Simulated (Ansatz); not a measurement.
C:

```xyz
8
Lattice="2.5221 0.0000 0.0000 -1.2611 2.1842 0.0000 0.0000 0.0000 8.2371" Properties=species:S:1:pos:R:3 pbc="T T T"
C     1.2611    0.7281    6.9501
C     0.0000    1.4561    2.8315
C     1.2611    0.7281    5.4056
C     0.0000    1.4561    1.2870
C     0.0000    0.0000    7.4649
C     0.0000    0.0000    3.3463
C     0.0000    0.0000    4.8908
C     0.0000    0.0000    0.7722
```

This is a hexagonal form of diamond, not graphite.

```yaml
Program: Ansatz 0.2.0
Task: relaxation of cell and atoms
Functional: PBEsol
Potentials_or_basis: Ansatz PAW
Cutoff: "420 eV (not typed: the program's choice for these potentials)"
k_mesh: 12 × 12 × 4
Occupations: fermi-dirac, width 0.05 eV
Spin: no spin polarisation
```

At the start: volume 5.67 Å³/atom.

Problem. Where does the relaxation end?

Solution. It ends after 7 steps and the volume is 5.62 Å³/atom (-1.0 %); space group P6_3/mmc (No. 194, to 0.05 Å).

The path:
```csv
step,energy change (eV),largest force (eV/Å),volume (Å³)
1,0.0000,0.3303,45.38
2,-0.0213,0.3591,45.10
3,-0.0269,0.1707,45.00
4,-0.0285,0.0034,44.94
5,-0.0258,0.0044,44.94
6,-0.0259,0.0007,44.93
7,-0.0258,0.0006,44.93
```

Final structure:
```
CELL_PARAMETERS angstrom
2.50537 0.00000 0.00000
-1.25269 2.16971 0.00000
0.00000 0.00000 8.26472
ATOMIC_POSITIONS crystal
C 0.66667 0.33333 0.84446
C 0.33333 0.66667 0.34446
C 0.66667 0.33333 0.65554
C 0.33333 0.66667 0.15554
C 0.00000 0.00000 0.90705
C 0.00000 0.00000 0.40705
C 0.00000 0.00000 0.59295
C 0.00000 0.00000 0.09295
```

Caveat: the plane-wave basis is chosen anew once the cell has moved, so the energies of steps on either side of that aren't comparable; the pressure holds a Pulay correction of +1.0 GPa for the finite cutoff; the PAW data sets come from PBE, with cores solved anew for the run's functional, which leaves a small shift of forces and pressure.
